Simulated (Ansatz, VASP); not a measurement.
## HfO2 in VASP and in Ansatz

```
Hf O
1.0
     0.00000    2.50054    2.50054
     2.50054    0.00000    2.50054
     2.50054    2.50054    0.00000
Hf O
1 2
Direct
  0.00000 0.00000 0.00000
  0.25000 0.25000 0.25000
  0.75000 0.75000 0.75000
```

Measurements of this composition are mostly on another form, of space group No. 14.

Alike in both runs: task single point; functional LDA; k mesh 8 × 8 × 8; no spin polarisation.

```csv
,VASP,Ansatz
version,VASP 6.6.1,Ansatz 0.2.0
potentials or method,"VASP PAW LDA potentials, release 64 (Hf_pv, O), cutoff 520 eV","all-electron LAPW, scalar-relativistic"
occupations,"gaussian, width 0.01 eV",fixed
```

|  | VASP | Ansatz | Ansatz less VASP |
| --- | --- | --- | --- |
| gap on the k mesh at the Fermi level (eV) | 3.70 | 3.66 | -0.046 |
| pressure (GPa) | -3.2 | 0.2 | +3.38 |

Ansatz ran all-electron here, so the differences hold the error of VASP's frozen core and of both bases.

Caveats: spin-orbit coupling is left out, which moves the levels of the heavy elements. A k mesh can miss the band edges. As with any semilocal functional, this LDA gap is likely too small.
